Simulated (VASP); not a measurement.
Wanted: the native input for a VASP 6.6.1 run.

- Task: single point
- Functional: PBE
- Potentials or basis: VASP PAW PBE potentials, release 64 (Ba_sv, Te)
- Cutoff: 520 eV
- k mesh: 8 × 8 × 8
- Occupations: gaussian, width 0.05 eV
- Spin: no spin polarisation
- Dipole correction: no
- Further INCAR settings: ALGO = Normal; EDIFF = 1e-06; NBANDS = 15

The structure of BaTe lies in POSCAR:

```
BaTe
1.0
    0.0000000000      3.4100000000      3.4100000000
    3.4100000000      0.0000000000      3.4100000000
    3.4100000000      3.4100000000      0.0000000000
Ba Te
1 1
Direct
    0.0000000000      0.0000000000      0.0000000000
    0.4926686217      0.4926686217      0.5073313783
```

The cell isn't the ideal one: all Te atoms moved +0.050 Å, as atom 2 towards its neighbour atom 1 (Ba) at 3.410 Å.

These files were run (other wordings do the same):

INCAR

```
SYSTEM = BaTe
PREC = Accurate
ENCUT = 520
EDIFF = 1E-6
ISMEAR = 0
SIGMA = 0.05
LREAL = .False.
LASPH = .True.
NELM = 100
ALGO = Normal
ISIF = 2
LWAVE = .False.
LCHARG = .False.
GGA = PE
NBANDS = 15
```

KPOINTS

```
regular mesh
0
Gamma
  8 8 8
  0 0 0
```

Potentials or basis: VASP PAW PBE potentials, release 64 (Ba_sv, Te).

The run is started by

```bash
$ cat potpaw_PBE.64/Ba_sv/POTCAR potpaw_PBE.64/Te/POTCAR > POTCAR
$ mpirun -np 1 vasp_std > vasp.out
```

It gave:

| Property | Result |
| --- | --- |
| Pressure | 4.3 GPa |
| Largest force | 0.154 eV/Å |
| Band gap on the k mesh | 1.33 eV, indirect (least direct gap 1.71 eV) |

Caveat: spin-orbit coupling is left out, which moves the levels of the heavy elements.

Wall time 36 s on 1 thread of AMD EPYC 9R45 96-Core Processor (Zen 5), with other jobs on the host, peak memory 0.22 GiB.
